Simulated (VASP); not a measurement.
Set up this calculation in VASP 6.6.1, as the native input.

```yaml
Task: single point
Functional: PBE
Potentials_or_basis: VASP PAW PBE potentials, release 64 (Zn, S)
Cutoff: 520 eV
k_mesh: 9 × 9 × 4
Occupations: gaussian, width 0.05 eV
Spin: no spin polarisation
Dipole_correction: no
Further_INCAR_settings: ALGO = Fast; EDIFF = 1e-07; NBANDS = 26
```

The structure of ZnS lies in POSCAR:

```
ZnS
1.0
    3.8967046666      0.0000000000      0.0000000000
   -1.9483523333      3.3746452323      0.0000000000
    0.0000000000      0.0000000000      6.3037246812
Zn S
2 2
Direct
    0.2823654471      0.6666666667      0.0052003729
    0.7176345529      0.3333333333      0.5052003729
    0.3745204671      0.6666666667      0.3797996271
    0.6254795329      0.3333333333      0.8797996271
```

The cell isn't the ideal one: mode 4 frozen in at -0.196 Å, equal normal strain along x and y +0.0133.

One way to write it, as run:

INCAR

```
PREC = Accurate
ENCUT = 520
EDIFF = 1E-7
ISMEAR = 0
SIGMA = 0.05
LREAL = F
LASPH = T
NELM = 100
ALGO = Fast
ISIF = 2
LWAVE = F
LCHARG = F
GGA = PE
NBANDS = 26
```

KPOINTS

```
Automatic mesh
0
Gamma
  9 9 4
```

Potentials or basis: VASP PAW PBE potentials, release 64 (Zn, S).

Run with:

```bash
$ cat potpaw_PBE.64/Zn/POTCAR potpaw_PBE.64/S/POTCAR > POTCAR
$ mpirun -np 1 vasp_std > vasp.out
```

It gave:

| Quantity | Value |
| --- | --- |
| Pressure | -1.7 GPa |
| Largest force | 0.222 eV/Å |
| Band gap on the k mesh | 1.89 eV, direct |

Run time: 5.3 min on 1 thread of Intel(R) Xeon(R) Platinum 8259CL CPU @ 2.50GHz (Skylake/Cascade Lake), on a shared host, peak memory 0.35 GiB.
